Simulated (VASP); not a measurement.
The system is HgSe.

```
Hg Se
1.0
     0.00000    3.03900    3.03900
     3.03900    0.00000    3.03900
     3.03900    3.03900    0.00000
Hg Se
1 1
Direct
  0.00000 0.00000 0.00000
  0.75000 0.75000 0.75000
```

* Program: VASP 6.6.1
* Task: relaxation of cell and atoms
* Functional: BLYP
* Dispersion: D3
* Potentials or basis: VASP PAW PBE potentials, release 64 (Hg, Se)
* Cutoff: 600 eV
* k mesh: 8 × 8 × 8
* Occupations: fermi-dirac, width 0.05 eV
* Spin: no spin polarisation

At the start: pressure 3.3 GPa; volume 28.07 Å³/atom.

Question: How do energy, volume and symmetry change on relaxing?

Answer: Over 3 steps the energy falls by 16.9 meV/atom and the volume is 29.82 Å³/atom (+6.2 %); space group F-43m (No. 216, to 0.05 Å).

Step by step:
| step | energy change (eV) | largest force (eV/Å) | pressure (GPa) | volume (Å³) |
| --- | --- | --- | --- | --- |
| 1 | 0.0000 | 0.0000 | 3.29 | 56.13 |
| 2 | -0.0299 | 0.0000 | -0.93 | 60.95 |
| 3 | -0.0338 | 0.0000 | 0.00 | 59.64 |

Final structure:
```cif
data_structure
_symmetry_space_group_name_H-M 'P 1'
_symmetry_Int_Tables_number 1
_cell_length_a 4.3855
_cell_length_b 4.3855
_cell_length_c 4.3855
_cell_angle_alpha 60.000
_cell_angle_beta 60.000
_cell_angle_gamma 60.000
_cell_volume 59.64
loop_
_atom_site_label
_atom_site_type_symbol
_atom_site_fract_x
_atom_site_fract_y
_atom_site_fract_z
_atom_site_occupancy
Hg1 Hg 0.00000 0.00000 0.00000 1
Se1 Se 0.75000 0.75000 0.75000 1
```

Caveat: the PAW data sets were made with another functional, which shifts forces and pressure a little; pairwise dispersion overbinds metals, which lowers pressure and volume.
